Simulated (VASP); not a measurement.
# How uniaxial stress along [0001] changes SiC (P6_3mc)

How do the elastic response and the band edges of SiC follow uniaxial stress along [0001]?

Method: LDA; plane waves and PAW (Si, C), in the first sound run; inputs show where later runs differ, in VASP 6.6.1.

This is a report of a sequence of runs, with most program output left out.

### Step 1. Set-up

Symmetry: P6_3mc, No. 186, hexagonal system. The conventional cell has a = 3.058 Å, b = 3.058 Å, c = 5.018 Å, α = 90.00°, β = 90.00°, γ = 120.00°. Nearest to Si lie 4 C at 1.87 to 1.89 Å. Nearest to C lie 4 Si at 1.87 to 1.89 Å. Farther neighbours are not listed.

### Step 2. Relax the crystal, LDA

The series starts from the cell that this level prefers, so that zero strain is near zero stress.

Level: LDA; plane waves and PAW (Si, C).

Input file INCAR:

```
SYSTEM = SiC
PREC = Accurate
ENCUT = 600
EDIFF = 1E-07
NELM = 120
ISMEAR = 0
SIGMA = 0.02
LREAL = .FALSE.
ALGO = Normal
GGA = CA
NBANDS = 14
LASPH = .TRUE.
LORBIT = 11
LWAVE = .FALSE.
LCHARG = .FALSE.
KPAR = 16
IBRION = 2
NSW = 40
ISIF = 3
EDIFFG = -0.005
POTIM = 0.4
```

Input file POSCAR:

```
SiC
1.0
    3.0575921484      0.0000000000      0.0000000000
   -1.5287960742      2.6479524749      0.0000000000
    0.0000000000      0.0000000000      5.0182537258
Si C
2 2
Direct
    0.3333333333      0.6666666667      0.0005933873
    0.6666666667      0.3333333333      0.5005933873
    0.3333333333      0.6666666667      0.3764066127
    0.6666666667      0.3333333333      0.8764066127
```

Input file KPOINTS:

```
Automatic mesh
0
Gamma
11 11 6
0 0 0
```

Potentials, in the order of the species: Si and C (LDA family, release 64).

Run with:

```console
$ mpirun -np 16 vasp_std
```

It took 2.2 s on 16 MPI ranks of Intel Xeon 6975P-C (Granite Rapids), shared host; peak memory 2.7 GiB; 24 s of CPU time.

This run gave:

```
energy(sigma→0) of the program : -33.2802 eV
stress, compression positive   : xx, yy, zz -0.03, -0.03, -0.05 GPa
volume                         : 40.630 Å³
ionic steps                    : 1
```

### Step 3. Band edges, TB-mBJ with spin-orbit coupling

Short lines in KPOINTS_OPT sample the zone centre along and across the axis, for masses, and the other valleys.

Level: TB-mBJ, spin-orbit coupling; plane waves and PAW (Si, C).

TB-mBJ has no energy functional, so the total energy, stress and pressure in this output mean nothing.

Input file INCAR:

```
SYSTEM = SiC
PREC = Accurate
ENCUT = 600
EDIFF = 1E-06
NELM = 150
ISMEAR = 0
SIGMA = 0.02
LREAL = .FALSE.
ALGO = Normal
METAGGA = MBJ
LASPH = .TRUE.
LNONCOLLINEAR = .TRUE.
MAGMOM = 0 0 0 0 0 0 0 0 0 0 0 0
NBANDS = 26
GGA_COMPAT = .FALSE.
LSORBIT = .TRUE.
LWAVE = .FALSE.
LCHARG = .FALSE.
KPAR = 4
```

Input file POSCAR:

```
SiC
1.0
    3.0619421920      0.0000000000      0.0000000000
   -1.5309710960      2.6517197230      0.0000000000
    0.0000000000      0.0000000000      4.9429799200
Si C
2 2
Direct
    0.3333333333      0.6666666667      0.9995961940
    0.6666666667      0.3333333333      0.4995961940
    0.3333333333      0.6666666667      0.3774038060
    0.6666666667      0.3333333333      0.8774038060
```

Input file KPOINTS:

```
Automatic mesh
0
Gamma
9 9 5
0 0 0
```

Input file KPOINTS_OPT:

```
Line mode
6
Line-mode
Reciprocal
  0.00000000   0.00000000   0.00000000
  0.00000000   0.00000000   0.03933498

  0.00000000   0.00000000   0.00000000
 -0.02436616   0.01218308   0.00000000

  0.50000000   0.00000000   0.00000000
  0.50000000   0.00000000   0.50000000

  0.33333333   0.33333333   0.00000000
  0.33333333   0.33333333   0.50000000
```

Run with:

```console
$ mpirun -np 4 vasp_ncl
```

Wall time 75 s (4 MPI ranks); peak memory 1.6 GiB; 4.5 min of CPU time.

### Step 4. Band edges, r2SCAN

Level: r2SCAN; plane waves and PAW (Si, C).

Input file INCAR:

```
SYSTEM = SiC
PREC = Accurate
ENCUT = 600
EDIFF = 1E-06
NELM = 100
ISMEAR = 0
SIGMA = 0.02
LREAL = .FALSE.
ALGO = Normal
METAGGA = R2SCAN
LASPH = .TRUE.
NBANDS = 13
LWAVE = .FALSE.
LCHARG = .FALSE.
KPAR = 4
```

POSCAR is that of step 3.

KPOINTS is that of step 3.

KPOINTS_OPT is that of step 3.

Run with:

```console
$ mpirun -np 4 vasp_std
```

Wall time 12 s (4 MPI ranks); peak memory 0.68 GiB.

This run gave:

| Item | Value |
| --- | --- |
| energy(sigma→0) of the program | -118.7981 eV |
| stress, compression positive | xx, yy, zz 2.33, 2.33, 11.31 GPa |

The run ends at a pressure of 5.32 GPa, with forces up to 0.014 eV/Å.

### Step 5. The whole series

Runs beyond LDA use the data sets made with LDA; this shifts their levels slightly, and their total energies have another zero (at TB-mBJ, which has no energy functional, they mean nothing).

The other members went through these steps as far as the tables show, with the same cutoff and, step by step, the same mesh; 25 runs are not shown. The session took 0.91 core hours (wall time by ranks) on a shared machine.

| strain along the axis (%) | strain across the axis (%) | stress along the axis, tension positive (GPa) | energy above the unstrained row (meV/atom) | gap on the mesh, LDA (eV) |
| --- | --- | --- | --- | --- |
| -2.000 | 0.197 | -11.327 | 7.328 | 2.297 |
| -1.500 | 0.142 | -8.442 | 4.133 | 2.316 |
| -1.000 | 0.091 | -5.599 | 1.858 | 2.329 |
| -0.500 | 0.041 | -2.763 | 0.485 | 2.292 |
| 0 | -0.006 | 0.042 | 0.000 | 2.258 |
| 0.500 | -0.050 | 2.789 | 0.395 | 2.224 |
| 1.000 | -0.092 | 5.497 | 1.650 | 2.192 |
| 1.500 | -0.132 | 8.156 | 3.756 | 2.161 |
| 2.000 | -0.169 | 10.761 | 6.694 | 2.132 |

Slopes at zero strain, from cubics through all rows: strain ratio -0.091, stress over strain 555 GPa.

Band edges at TB-mBJ with spin-orbit coupling, counted from the valence-band top at Γ, spin-orbit pairs averaged, with one row partly withheld:

| strain along the axis (%) | gap (eV) | conduction band at Γ (eV) | lowest conduction level on M–L (eV) | second valence level below the top (eV) | third valence level below the top (eV) |
| --- | --- | --- | --- | --- | --- |
| -2.000 | 3.357 | 5.471 | 3.534 | 0.100 | 0.109 |
| -1.500 | 3.372 | 5.572 | 3.615 | 0.042 | 0.052 |
| -1.000 | 3.373 | 5.656 | 3.679 | 0.005 | 0.021 |
| -0.500 | 3.335 | 5.697 | 3.701 | 0.008 | 0.072 |
| 0 | 3.299 | 5.737 | 3.723 | 0.009 | 0.124 |
| 0.500 | 3.262 | 5.776 | 3.744 | 0.009 | 0.176 |
| 1.000 | 3.228 | 5.814 | 3.764 | 0.009 | 0.225 |
| 1.500 | 3.195 | ? | 3.784 | 0.009 | 0.273 |
| 2.000 | 3.164 | 5.888 | 3.763 | 0.009 | 0.319 |

Band edges at r2SCAN, counted from the valence-band top at Γ:

| strain along the axis (%) | gap (eV) | conduction band at Γ (eV) | lowest conduction level on M–L (eV) | second valence level below the top (eV) | third valence level below the top (eV) |
| --- | --- | --- | --- | --- | --- |
| -2.000 | 2.680 | 5.239 | 3.046 | 0.123 | 0.123 |
| -1.500 | 2.698 | 5.345 | 3.132 | 0.062 | 0.062 |
| -1.000 | 2.712 | 5.449 | 3.216 | 0.000 | 0.000 |
| -0.500 | 2.677 | 5.490 | 3.239 | 0.000 | 0.058 |
| 0 | 2.639 | 5.531 | 3.261 | 0.000 | 0.113 |
| 0.500 | 2.602 | 5.571 | 3.283 | 0.000 | 0.168 |
| 1.000 | 2.566 | 5.609 | 3.303 | 0.000 | 0.221 |
| 1.500 | 2.533 | 5.647 | 3.315 | 0.000 | 0.273 |
| 2.000 | 2.501 | 5.684 | 3.260 | 0.000 | 0.322 |

### Step 6. Working out the slope

The quantity to fit is the conduction level at Γ above the mean of the three top valence levels at TB-mBJ with spin-orbit coupling: 5.541, 5.603, 5.664, 5.724, 5.781, 5.838, 5.892, 5.998 eV in the rows shown.

Fitting a parabola to the 8 known rows (e: strain in %) gives E = − 0.003038 e² + 0.1141 e + 5.781 in eV; the residuals are 1.4e-4 eV r.m.s.

At e = 1.5 this predicts 5.9457 eV.

### Step 7. Checking the prediction

The calculation gives 5.9455 eV, so the prediction is 0.0002 eV too high.

### Step 8. What came out

- Poisson ratio: 0.091
- Young's modulus along the axis: 555 GPa
- gap of the unstrained cell, TB-mBJ with spin-orbit coupling: 3.30 eV
- gap of the unstrained cell, r2SCAN: 2.64 eV
- slope at zero strain of the conduction level at Γ above the mean of the three top valence levels, TB-mBJ with spin-orbit coupling: 114 meV per %
- error of the predicted row: 0.2 meV

As a check, the curvature of the energy gives 553 GPa for the same modulus (energy per volume = E/2 × strain²), 0 % from the slope of the stress. The energy also has a linear term worth 0.13 GPa that the stress column lacks, a mark of the finite basis. At TB-mBJ with spin-orbit coupling the edge that sets the gap lies at a point without a column here, up to 0.60 eV below the lowest level listed; the gap runs between 3.16 and 3.37 eV. At r2SCAN the edge that sets the gap lies at a point without a column here, up to 0.78 eV below the lowest level listed; the gap runs between 2.50 and 2.71 eV. Hole masses are left out throughout, since the top bands are degenerate or cross in many series; of conduction masses, those of the Γ, L and (for Si and Ge under (001) strain) Δ valleys are kept where they change by under an eighth between rows. A measured gap of unstrained SiC is 3.33 eV (arxiv:2009.14696, band gap at cryogenic temperature, temperature not given); the static gaps here belong to the lattice relaxed at LDA. TB-mBJ is a potential fitted for gaps; it has no energy functional, so its total energies and forces mean nothing, and its bands tend to come out too narrow. r2SCAN opens gaps somewhat over GGA but leaves them below measured values as a rule. Spin-orbit coupling is left out at r2SCAN, so the valence splittings there lack it. Temperature, zero-point motion and excitons are left out.

[Lines on the potential files, build, host, timing and source positions are cut from VASP's logs without a mark.]

[Logs are printed without paths, hosts, clocks, repeated set-up lines and the standing remarks that a program may print on its own settings, such as how far it seeks lower states.]

[Hosts, paths, dates, database ids (printed as entryN), source tags and the programs' standing remarks are cut or masked in the printed files.]

[In band tables of VASP the shares of atoms and orbitals are scaled to a sum of 1 inside the atoms' spheres.]
